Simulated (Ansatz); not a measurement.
Input of an Ansatz 0.2.0 run:

The input input.yaml:

```yaml
crystal:
  lattice:
    - [3.5432, 0.0, 0.0]
    - [-1.7716, 3.0685012107, 0.0]
    - [0.0, 0.0, 5.0388]
  atoms:
    - { symbol: Pt, position: [0.0, 0.0, 0.0] }
    - { symbol: S, position: [0.6666666667, 0.3333333333, 0.773] }
    - { symbol: S, position: [0.3333333333, 0.6666666667, 0.227] }
kpoints:
  mp_grid: { grid: [9, 9, 5] }
  band_path:
    path:
      - [0.0, 0.0, 0.0]
      - [0.5, 0.0, 0.0]
      - [0.3333333333, 0.3333333333, 0.0]
      - [0.0, 0.0, 0.0]
      - [0.0, 0.0, 0.5]
      - [0.5, 0.0, 0.5]
      - [0.3333333333, 0.3333333333, 0.5]
      - [0.0, 0.0, 0.5]
    npoints: 8
scf:
  occupations: { method: fermi_dirac, width: 0.05 }
hamiltonian:
  xc: pbesol
  pseudopotentials:
    kind: all_electron
    lapw: { basis_error: 0.002 }
    dirac_shells: { Pt: ["4p", "4d"], S: ["2p"] }
output:
  forces: true
  stress: true
  eigenvalues: true
```

Potentials or basis: all-electron LAPW, inner shells corrected to Dirac's equation.

Run with:

```console
$ ansatz run input.yaml --threads 2 --pin off --max-ram 8192MiB --backend cpu --events-out ev --progress --plain --runs-dir out
```

Question: What does it give for the band gap on the k mesh?

Answer: 0.96 eV, indirect (least direct gap 1.00 eV).

Question: What does it give for the pressure?

Answer: 6.5 GPa.

Question: Predict the band gap along the path.

Answer: 0.97 eV, indirect (least direct gap 1.50 eV).

Question: Predict the largest force.

Answer: 0.957 eV/Å.

Forces on the atoms (eV/Å):
```
Pt   0.000  0.000  0.000
S    0.000  0.000 -0.957
S    0.000  0.000  0.957
```

Caveat: spin-orbit coupling is left out, which moves the levels of the heavy elements. As with any semilocal functional, this PBEsol gap is likely too small.
